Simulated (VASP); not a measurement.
A run of VASP 6.6.1 is set up as follows.

File INCAR:

```
PREC = Accurate
ENCUT = 600
EDIFF = 1E-7
ISMEAR = 0
SIGMA = 0.03
LREAL = False
LASPH = True
NELM = 80
ALGO = Normal
ISIF = 3
LWAVE = False
LCHARG = False
GGA = MK
LUSE_VDW = True
AGGAC = 0.0
PARAM1 = 0.1234
PARAM2 = 1.0
IBRION = 2
NSW = 90
EDIFFG = -0.005
```

File KPOINTS:

```
Automatic mesh
0
Gamma
  9 9 5
```

POSCAR

```
SnS2                                    
1.0
    3.6819098611     -0.0000000000     -0.0000000000
   -1.8409549305      3.1886274741     -0.0000000000
   -0.0000000000     -0.0000000000      5.9038217991
  Sn              S             
     1     2
Direct
     0.0000000000000000    0.0000000000000000    0.0000000000000000
     0.3333333332999970    0.6666666667000030    0.2512801760816475
     0.6666666667000030    0.3333333332999970    0.7487198239183526
```

Potentials or basis: VASP PAW PBE potentials, release 64 (Sn_d, S).

Launch:

```bash
$ cat potpaw_PBE.64/Sn_d/POTCAR potpaw_PBE.64/S/POTCAR > POTCAR
$ mpirun -np 1 vasp_std > vasp.out
```

Q: What does it give for the relaxed cell?

A: a = 3.682 Å, b = 3.682 Å, c = 5.892 Å, α = 90.00°, β = 90.00°, γ = 120.00°.

Q: Predict the band gap on the k mesh.

A: 1.27 eV, indirect (least direct gap 1.66 eV).

Q: Estimate the space group after relaxing (to 0.05 Å).

A: P-3m1 (No. 164).

Final structure:
```cif
data_structure
_symmetry_space_group_name_H-M 'P 1'
_symmetry_Int_Tables_number 1
_cell_length_a 3.6816
_cell_length_b 3.6816
_cell_length_c 5.8920
_cell_angle_alpha 90.000
_cell_angle_beta 90.000
_cell_angle_gamma 120.000
_cell_volume 69.16
loop_
_atom_site_label
_atom_site_type_symbol
_atom_site_fract_x
_atom_site_fract_y
_atom_site_fract_z
_atom_site_occupancy
Sn1 Sn 0.00000 0.00000 0.00000 1
S1 S 0.33333 0.66667 0.25184 1
S2 S 0.66667 0.33333 0.74816 1
```

Caveat: spin-orbit coupling is left out, which moves the levels of the heavy elements; an odd mesh through Γ misses points on the zone boundary, where band edges often lie.
